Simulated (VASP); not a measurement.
Set up this calculation in VASP 6.6.1, as the native input.

* Task: single point
* Functional: PBE
* Dispersion: D3(BJ)
* Potentials or basis: VASP PAW PBE potentials, release 64 (C, O, H)
* Cutoff: 520 eV
* k mesh: 1 × 1 × 1
* Occupations: fermi-dirac, width 0.02 eV
* Spin: no spin polarisation
* Dipole correction: no
* Further INCAR settings: LREAL = Auto; ALGO = Normal; EDIFF = 1e-06; NBANDS = 66

The structure of H4CO lies in POSCAR:

```
H4CO
1.0
    7.3803230000      0.0000000000      0.0000000000
    0.0000000000      7.3803230000      0.0000000000
    0.0000000000      0.0000000000      7.3803230000
C O H
6 6 24
Direct
    0.4249375000      0.6413685000      0.3645051000
    0.4051073000      0.3669899000     -0.0000781000
    0.7019597000      0.1744353000      0.1808855000
    0.0079525000      0.8323116000      0.4353695000
    0.8877752000      0.1208625000      0.7431814000
    0.7941123000      0.5541636000      0.9677179000
    0.5598256000      0.7643866000      0.3025025000
    0.3154969000      0.1962785000     -0.0004835000
    0.7228908000      0.0400048000      0.0442733000
   -0.0052830000      0.6401047000      0.4280277000
    0.8691215000     -0.0684566000      0.7745323000
    0.9713477000      0.5382400000      0.8935112000
    0.3440358000      0.6056461000      0.2462986000
    0.6332884000      0.7976989000      0.4062693000
    0.4836647000      0.5170217000      0.4208226000
    0.3354544000      0.7024193000      0.4662315000
    0.3031351000      0.4673383000     -0.0364898000
    0.4045147000      0.1051103000      0.0317379000
    0.4597570000      0.4016432000      0.1336950000
    0.5150965000      0.3731489000     -0.0998134000
    0.5583827000      0.2086731000      0.1835959000
    0.8502553000      0.0078493000      0.0399917000
    0.7411684000      0.1247476000      0.3153344000
    0.7793164000      0.2977348000      0.1509546000
   -0.1303771000      0.8829792000      0.4449447000
    0.1169662000      0.5926114000      0.4194518000
    0.0836832000      0.8790903000      0.5543623000
    0.0706950000      0.8891941000      0.3132612000
    0.7555653000      0.1685500000      0.6980108000
    0.9858798000     -0.1132725000      0.8149436000
    0.9250928000      0.1949990000      0.8664448000
    0.9875085000      0.1508846000      0.6371878000
    0.7284227000      0.4236971000      0.9463327000
    1.0319302000      0.6534927000      0.9114160000
    0.7964125000      0.5824921000      1.1135771000
    0.7137918000      0.6591325000      0.8998000000
```

The cell was built by a generator and needn't be a form met in nature.

The input as run:

INCAR

```
PREC = Accurate
ENCUT = 520
EDIFF = 1E-6
ISMEAR = -1
SIGMA = 0.02
LREAL = Auto
LASPH = T
NELM = 80
ALGO = Normal
ISIF = 2
LWAVE = F
LCHARG = F
GGA = PE
IVDW = 12
NBANDS = 66
```

KPOINTS

```
Automatic mesh
0
Gamma
  1 1 1
```

Potentials or basis: VASP PAW PBE potentials, release 64 (C, O, H).

Command:

```console
$ cat potpaw_PBE.64/C/POTCAR potpaw_PBE.64/O/POTCAR potpaw_PBE.64/H/POTCAR > POTCAR
$ mpirun -np 1 vasp_gam > vasp.out
```

Results of the run:

```yaml
Pressure: 2.5 GPa
Largest_force: 1.163 eV/Å
Band_gap_on_the_k_mesh: 4.13 eV, direct
Dispersion_energy_per_atom: -0.035 eV
```

Run time: 43 s on 1 thread of Intel(R) Xeon(R) 6975P-C (Granite Rapids), with other jobs on the host, peak memory 0.38 GiB.
